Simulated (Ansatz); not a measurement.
A plane-wave DFT run in Ansatz 0.2.0 (scalar-relativistic PAW potentials unless the input names others): input and command.

```yaml
crystal:
  lattice:
    - [2.8604882294, 0.0, 0.0]
    - [-1.4302441147, 2.4772554738, 0.0]
    - [0.0, 0.0, 5.79432078]
  atoms:
    - { symbol: Ta, position: [0.0, 0.0, 0.0] }
    - { symbol: Ta, position: [0.0, 0.0, 0.5] }
    - { symbol: "N", position: [0.3333333333, 0.6666666667, 0.25] }
    - { symbol: "N", position: [0.6666666667, 0.3333333333, 0.75] }
basis:
  ecutwfc: 420
kpoints:
  mp_grid: { grid: [18, 18, 8] }
hamiltonian:
  xc: lda
  hubbard: { sites: [{ species: Ta, l: d, u_eff: 2.0 }], double_counting: fll }
scf:
  occupations: { method: fermi_dirac, width: 0.15 }
output:
  forces: true
  eigenvalues: true
  stress: true
accuracy: high
```

```bash
ansatz run input.yaml --threads 1 --pin off --max-ram 3072MiB --backend cpu --events-out ev --progress --plain --runs-dir out
```

Abridged log:
```
Basis set: ecut = 420 eV, 799 PW (Γ)
Bands: 22, of which v1, the nominal top of the filled ones, is band 18 counted from 1 (17 counted from 0)
Symmetry: 24 space group operations
k-points: 185 of 2592
SCF iter   1: F=—  HF=-20112.980942 eV  |F-HF|=—  |Δ(HF+E_count)|=         —  Δρ=4.81e-2  dr2=7.68e-1  ethr=2.12e-3  ⟨swp⟩=1.0  Hψ=45827  notcnv=0
automatic band count: the SCF goes on with 26 bands, as 22 were too few: the levels above may hold too much charge
SCF iter   2: F=—  HF=-20113.031869 eV  |F-HF|=—  |Δ(HF+E_count)|=   5.09e-2  Δρ=2.67e-2  dr2=1.42e-1  ethr=2.12e-3  ⟨swp⟩=2.1  Hψ=7662  notcnv=0
SCF iter   3: F=—  HF=-20113.091666 eV  |F-HF|=—  |Δ(HF+E_count)|=   5.98e-2  Δρ=8.77e-3  dr2=2.60e-2  ethr=3.94e-4  ⟨swp⟩=1.0  Hψ=6250  notcnv=0  defer=14
SCF iter   4: F=—  HF=-20113.088938 eV  |F-HF|=—  |Δ(HF+E_count)|=   2.73e-3  Δρ=2.21e-3  dr2=2.60e-3  ethr=7.22e-5  ⟨swp⟩=2.2  Hψ=6660  notcnv=0  defer=15
SCF iter   5: F=—  HF=-20113.088295 eV  |F-HF|=—  |Δ(HF+E_count)|=   6.43e-4  Δρ=3.18e-4  dr2=2.71e-5  ethr=7.22e-6  ⟨swp⟩=2.0  Hψ=6537  notcnv=0  defer=15
SCF iter   6: F=—  HF=-20113.088296 eV  |F-HF|=—  |Δ(HF+E_count)|=   1.09e-6  Δρ=7.29e-5  dr2=1.91e-6  ethr=7.53e-8  ⟨swp⟩=2.7  Hψ=8138  notcnv=0  defer=15
SCF iter   7: F=-20113.088295 eV  HF=-20113.088295 eV  |F-HF|=4.04e-9  |Δ(HF+E_count)|=   3.56e-7  Δρ=8.53e-6  dr2=1.43e-8  ethr=2.78e-10  ⟨swp⟩=6.4  Hψ=20746  notcnv=0
SCF iter   8: F=—  HF=-20113.088295 eV  |F-HF|=—  |Δ(HF+E_count)|=   1.74e-9  Δρ=1.40e-6  dr2=5.81e-10  ethr=3.98e-11  ⟨swp⟩=2.1  Hψ=7677  notcnv=0
SCF iter   9: F=-20113.088295 eV  HF=-20113.088295 eV  |F-HF|=3.64e-12  |Δ(HF+E_count)|=  4.00e-11  Δρ=2.07e-7  dr2=1.30e-11  ethr=1.00e-12  ⟨swp⟩=5.0  Hψ=16435  notcnv=0
the search or the solves at the SCF's close seem to have found levels that the self-consistency loop had missed (the run counts 1). By its estimate they hold under 1e-12 electrons; where the run keeps them, the occupations were computed again with them
SCF 1 converged in 9 iterations: F = -20113.088295 eV  dr2 = 1.30e-11
SCF converged after 9 iterations
Free energy (F): -20113.088295 eV
Harris-Foulkes:  -20113.088295 eV  (|F-HF|=3.64e-12)
Internal energy: -20113.015669 eV  (E = F + TS)
E sigma→0 (E₀):  -20113.051982 eV
Entropy (-TS):   -0.072626 eV (-18.157 meV/atom)
Fermi energy:    21.083756 eV
--- Forces (eV/Å), atoms counted from 1 ---
  atom   1  Ta     0.00000000     0.00000000     0.00000000
  atom   2  Ta     0.00000000     0.00000000     0.00000000
  atom   3  N      0.00000000     0.00000000     0.00000000
  atom   4  N      0.00000000     0.00000000     0.00000000
--- Stress (GPa, compression-positive) ---
        6.586840       0.000000       0.000000
        0.000000       6.586840       0.000000
        0.000000       0.000000       6.891420
  P = ⅓ Tr σ = 6.6884 GPa (66.884 kbar)
Occupation matrices written to <dir>
```

Apart from outputs, empty bands and the relaxation, which only the reference makes, the input differs from a reference run on usual settings in accuracy: not typed → "high"; hamiltonian.hubbard: not typed → {"sites": [{"species": "Ta", "l": "d", "u_eff": 2.0}], "double_counting": "fll"}. The reference, at the same geometry, ended its own course with pressure 5.00 GPa, largest force 0.000 eV/Å, no gap on the mesh. This run converged in 9 SCF iterations with an energy at zero smearing 1.2 eV/atom above the reference's (the Hamiltonian itself differs), pressure 6.69 GPa, largest force 0.000 eV/Å, no gap on the mesh.

The run took 53 s on 1 thread of Intel(R) Xeon(R) Processor @ 2.50GHz (Skylake/Cascade Lake), with other jobs on the host, peak memory 0.58 GiB.